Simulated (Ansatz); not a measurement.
Crystal: TaSi2.

```xyz
9
Lattice="4.7839 0.0000 0.0000 -2.3920 4.1430 0.0000 0.0000 0.0000 6.5700" Properties=species:S:1:pos:R:3 pbc="T T T"
Ta   -1.1960    2.0715    2.1900
Ta    1.1960    2.0715    4.3800
Ta    2.3920    0.0000    0.0000
Si    1.1407    0.6586    2.1900
Si   -1.2512    3.4844    4.3800
Si    2.3920    2.8258    0.0000
Si    1.2512    3.4844    2.1900
Si    3.6432    0.6586    4.3800
Si    0.0000    1.3172    0.0000
```

Base run:

```yaml
Program: Ansatz 0.2.0
Functional: PBEsol
Potentials_or_basis: Ansatz PAW
Cutoff: 420 eV
Density_cutoff: 1680 eV
k_mesh: 7 × 7 × 4
Occupations: fermi-dirac, width 0.05 eV
Spin: no spin polarisation
```

Its results: band gap on the k mesh none (metal or under the smearing width); pressure -2.2 GPa; largest force 0.059 eV/Å.

**Question.** The run is repeated on the same cell with these changes: functional from PBEsol to r2SCAN; cutoff from 420 eV to 500 eV; density cutoff from 1680 eV to 2000 eV. What comes out?

**Answer.** Band gap on the k mesh none (metal or under the smearing width); pressure -0.9 GPa; largest force 0.033 eV/Å.

Caveats: the PAW data sets come from PBE, with cores solved anew for the run's functional, which leaves a small shift of forces and pressure.

Not every run made on this cell is shown here.
